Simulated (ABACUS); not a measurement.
The system is TePb.

```xyz
2
Lattice="0.0000 3.2310 3.2310 3.2310 0.0000 3.2310 3.2310 3.2310 0.0000" Properties=species:S:1:pos:R:3 pbc="T T T"
Pb    0.0000    0.0000    0.0000
Te    3.2310    3.2310    3.2310
```

- Program: ABACUS 3.10.1
- Task: relaxation of cell and atoms
- Functional: OLYP
- Potentials or basis: Ansatz NC PBE
- Cutoff: 1129 eV
- Density cutoff: 4517 eV
- Basis: plane waves
- k mesh: 6 × 6 × 6
- Occupations: fermi-dirac, width 0.05 eV
- Spin: no spin polarisation

At the start: pressure 3.4 GPa; volume 33.73 Å³/atom.

Question: How do energy, volume and symmetry change on relaxing?

Answer: Over 3 steps the energy falls by 31.7 meV/atom and the volume is 36.94 Å³/atom (+9.5 %); space group Fm-3m (No. 225, to 0.05 Å).

Step by step:
```
step  energy change (eV)  largest force (eV/Å)  pressure (GPa)  volume (Å³)
   1              0.0000                0.0000            3.43        67.46
   2             -0.0618                0.0000           -0.44        75.03
   3             -0.0634                0.0000            0.00        73.88
```

Final structure:
```xyz
2
Lattice="0.0000 3.3304 3.3304 3.3304 0.0000 3.3304 3.3304 3.3304 0.0000" Properties=species:S:1:pos:R:3 pbc="T T T"
Pb    0.0000    0.0000    0.0000
Te    3.3304    3.3304    3.3304
```

Caveat: the potentials were made for another functional, which shifts forces and pressure.
